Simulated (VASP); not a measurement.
# Normal strain, stress and strain energy of silicon under biaxial (111) strain, calculated with PBE

A silicon crystal stretched equally in its (111) plane becomes thinner along the normal, but by less than half of the imposed strain, and it does not respond to compression as the exact mirror image of tension. We want to establish what sets this response and how far constant elastic moduli describe it. The answer matters for strained layers and membranes, where the normal strain is used to infer the in-plane strain and the stress bears on bending and cracking. We calculated the static crystal with PBE from −2 % to +2 % in-plane strain, with the normal stress brought to zero and the atoms relaxed. Strains and energies are measured from the PBE-relaxed crystal, and tension is positive.

## How the numbers were made

The start is a typed prototype cell. The crystal was relaxed with PBE. Equal strain is imposed in the (111) plane; the strain along the normal is adjusted until the normal stress vanishes, and the atoms are relaxed with PBE. VASP 6.6.1, plane waves with PAW, cutoff 450 eV, no spin polarisation, no spin-orbit coupling, k mesh 10×10×10, static lattice.

Notes on method and selection:

- Runs that did not converge, have known faults or may not be shown are not listed, and runs on Ansatz's PAW sets soft_1 and soft_2 are kept to separate tables.

Columns:

- strain (%): strain in the plane (tension positive).
- gap (eV): band gap on the k mesh at PBE.
- normal strain (%): strain along the normal.
- stress (GPa): in-plane stress, tension positive.
- strain energy (meV/atom): energy per atom above the relaxed crystal.

Input lines of one member:

```
PREC = Accurate
ENCUT = 450
EDIFF = 1E-07
NELM = 120
ISMEAR = 0
SIGMA = 0.02
LREAL = .FALSE.
ALGO = Normal
GGA = PE
NBANDS = 10
LORBIT = 11
KPAR = 2
IBRION = 1
NSW = 25
ISIF = 2
```

Command (options for logging and memory left out): `mpirun -np 2 vasp_std`

## Table of results

| member | strain (%) | gap (eV) | normal strain (%) | stress (GPa) | strain energy (meV/atom) |
| --- | --- | --- | --- | --- | --- |
| −2 % | −2.0 | 0.440 | 0.883 | −4.51 | 11.25 |
| −1.5 % | −1.5 | 0.492 | 0.657 | −3.33 | 6.28 |
| −1 % | −1.0 | 0.539 | 0.433 | −2.19 | 2.78 |
| −0.5 % | −0.5 | 0.581 | 0.213 | −1.08 | 0.70 |
| 0 % | 0.0 | 0.618 | 0.000 | −0.01 | 0.00 |
| +0.5 % | 0.5 | 0.589 | −0.201 | 1.03 | 0.65 |
| +1 % | 1.0 | 0.562 | −0.401 | 2.04 | 2.62 |
| +1.5 % | 1.5 | ? | ? | ? | ? |
| +2 % | 2.0 | 0.508 | −0.790 | 3.93 | 10.33 |

Cells marked ? are withheld until the estimate has been made.

Least-squares fits to the members shown, with x = strain (%); R² and errors in the fitted variable (y, or ln y where the fit is in ln y):

| y | members | fit | R² | rms residual | leave-one-out rms | the same for the mean of the others |
| --- | --- | --- | --- | --- | --- | --- |
| normal strain (%) | 8 | y = 0.02070 − 0.4189 x | 1.00 | 0.017 | 0.027 | 0.60 |
| stress (GPa) | 8 | y = −0.1182 + 2.116 x | 1.00 | 0.11 | 0.18 | 3.0 |

## The trend and its physics

The normal strain falls steadily from 0.883 % at −2 % to −0.790 % at +2 %. Between −1 % and +1 % its mean slope is (−0.401 − 0.433) / 2.0 = −0.417, so the crystal thins by about 0.42 % for each per cent of tension. The stress rises over the same interval by (2.04 + 2.19) / 2.0 = 2.115 GPa per per cent, a biaxial modulus M of 2.115 × 100 = 211.5 GPa.

Biaxial (111) strain combines a volume change with a trigonal shear. The free normal contracts to relieve part of the volume change, but contraction increases the shear, and the balance fixes the ratio D = 0.417. For a cubic crystal with no normal stress, linear elasticity gives C₄₄ = M / [2(1 + D)] and B = 2M / [3(2 − D)]. Hence C₄₄ = 211.5 / (2 × (1 + 0.417)) = 75 GPa and B = 2 × 211.5 / (3 × (2 − 0.417)) = 89 GPa. This C₄₄ includes the relative shift of the two atoms, which softens the shear. C₁₁ and C₁₂ enter only through C₁₁ + 2C₁₂ = 3B and cannot be obtained separately from this strain.

The strain energy is nearly quadratic: the average for ±2 % is (11.25 + 10.33) / 2 = 10.79 meV/atom, four times the (2.78 + 2.62) / 2 = 2.70 meV/atom for ±1 %. Compression nevertheless costs more than tension, 11.25 against 10.33 meV/atom at 2 %. The stress divided by the strain is 4.51 / 2.0 = 2.255 GPa per per cent at −2 % and 3.93 / 2.0 = 1.965 at +2 %, about 7 % either side of the central slope. At ±1 % the departure is under 4 %. Constant moduli therefore serve to a few per cent within ±1 %, while work at ±2 % needs the next order. The sign is that expected of anharmonic bonds, which stiffen when shortened and soften when stretched.

## A prediction

Plain estimates from the members shown:

- +1.5 %, fit at x = 1.5: −0.608 %
- +1.5 %, straight-line interpolation between +1 % and +2 %: w = (1.5 − 1.0) / (2.0 − 1.0) = 0.500, so −0.401 + 0.500 × (−0.790 − (−0.401)) = −0.596 %

The straight-line fit to all members gives −0.608 %, but it ignores the curvature that makes compression and tension unequal. Interpolation between the two neighbours is the better start: (−0.401 − 0.790) / 2 = −0.5955 %.

The curve bends upwards, so the chord between two members lies slightly above it. The size of the bend follows from pairs of opposite strain, in which the linear part cancels. The average normal strain is (0.883 − 0.790) / 2 = 0.0465 % for ±2 % and (0.433 − 0.401) / 2 = 0.0160 % for ±1 %. Their difference also removes any constant error in the reference length, so the quadratic coefficient is (0.0465 − 0.0160) / (4 − 1) = 0.0102 per per cent of strain. Halfway along a chord one per cent long, the correction is −0.0102 × 0.5² = −0.0025 %, which gives −0.5955 − 0.0025 = −0.598 %.

The same procedure can be tried on the five shown members that have shown neighbours 0.5 % away on either side. It gives (0.883 + 0.433) / 2 − 0.0025 = 0.6555 % at −1.5 % (table: 0.657 %), (0.433 + 0.000) / 2 − 0.0025 = 0.214 % at −0.5 % (0.213 %), (0.000 − 0.401) / 2 − 0.0025 = −0.203 % at +0.5 % (−0.201 %), (0.657 + 0.213) / 2 − 0.0025 = 0.4325 % at −1 % (0.433 %) and (0.213 − 0.201) / 2 − 0.0025 = 0.0035 % at 0 % (0.000 %). The largest miss is the one at 0 %, and the root mean square of the five is near 0.002 %, which we take as the standard deviation.

**Committed estimate, +1.5 %: normal strain = −0.598 ± 0.002 %.**

## Outcome

| member | strain (%) | gap (eV) | normal strain (%) | stress (GPa) | strain energy (meV/atom) |
| --- | --- | --- | --- | --- | --- |
| +1.5 % | 1.5 | 0.535 | −0.596 | 3.00 | 5.86 |

| member | estimate | normal strain (%) | computed | estimate − computed | miss in error bars |
| --- | --- | --- | --- | --- | --- |
| +1.5 % | committed | −0.598 | −0.596 | −0.002 | 1.0 |
| +1.5 % | fit | −0.608 | −0.596 | −0.012 |  |
| +1.5 % | interpolation | −0.596 | −0.596 | 0.000 |  |

The computed normal strain at +1.5 % is −0.596 %, so our estimate of −0.598 % missed by 0.002 %, one full error bar. It did better than the straight-line fit, which missed by 0.012 %, but worse than plain interpolation, which agrees to the printed digits.

Starting from the two neighbours was right. The curvature correction was not: we subtracted 0.0025 %, whereas the result lies only 0.596 − 0.5955 = 0.0005 % below the chord. The likeliest reason is numerical. The +2 % member keeps a slight compressive normal stress, so its listed normal strain is a little too negative and pulls the chord down. With the moduli above, the stiffness along the normal is B + 4C₄₄/3 = 89 + 4 × 75 / 3 = 189 GPa. A leftover of 0.01 GPa, the size of the in-plane stress still listed at 0 %, would shift the normal strain by 0.01 / 189 × 100 = 0.005 %, and half of that would reach the midpoint. The anharmonic picture stands, but at this spacing its curvature is no larger than the effect of incomplete stress relaxation.

## Departures from the trend

Least-squares fits to the whole series, with x = strain (%); R² and errors in the fitted variable (y, or ln y where the fit is in ln y):

| y | members | fit | R² | rms residual | leave-one-out rms | the same for the mean of the others |
| --- | --- | --- | --- | --- | --- | --- |
| normal strain (%) | 9 | y = 0.02200 − 0.4178 x | 1.00 | 0.016 | 0.023 | 0.61 |
| stress (GPa) | 9 | y = −0.1244 + 2.111 x | 1.00 | 0.10 | 0.15 | 3.1 |

Largest departures from the fit to the whole series:

| member | normal strain (%) | fit | computed − fit | in rms residuals |
| --- | --- | --- | --- | --- |
| −2 % | 0.883 | 0.858 | +0.025 | 1.5 |
| +2 % | −0.790 | −0.814 | +0.024 | 1.4 |
| 0 % | 0.000 | 0.022 | −0.022 | 1.3 |
| −0.5 % | 0.213 | 0.231 | −0.018 | 1.1 |

No member stands apart, since the largest departure is 1.5 rms residuals. The −2 % and +2 % members lie above the line by 0.025 and 0.024 %, while 0 % and −0.5 % lie below it by 0.022 and 0.018 %, which is the pattern left when a straight line is put through an upward-bending curve. With the quadratic coefficient of 0.0102 and a mean squared strain of 2 × (2.0² + 1.5² + 1.0² + 0.5²) / 9 = 1.667 over the nine members, the bend alone gives 0.0102 × (4 − 1.667) = +0.024 % at both ends and −0.0102 × 1.667 = −0.017 % at zero strain, close to what is found.

## Rules of thumb and their limits

From −2 % to +2 %, the normal strain of a new member can be interpolated linearly between neighbours 1 % apart; for the seven interior members this misses by at most 0.006 %. Constant moduli are less accurate for the stress: at +1.5 % it is 3.00 / 1.5 = 2.00 GPa per per cent, 5 % below the central slope of 2.115.

For a (111) membrane 100 nm thick held at +1 %, the tension per unit width is stress times thickness, 2.04 × 100 = 204 N/m (1 GPa times 1 nm is 1 N/m), and the membrane thins by about 0.4 nm.

No omitted effect rivals the span of the table, but the error of PBE matters for absolute stresses. PBE makes silicon too soft, by roughly 5 to 10 %, as much as the nonlinearity at ±2 %. Warming to room temperature softens the real crystal by only about 1 %.

[Logs are printed without paths, hosts, clocks, repeated set-up lines and the standing remarks that a program may print on its own settings, such as how far it seeks lower states.]
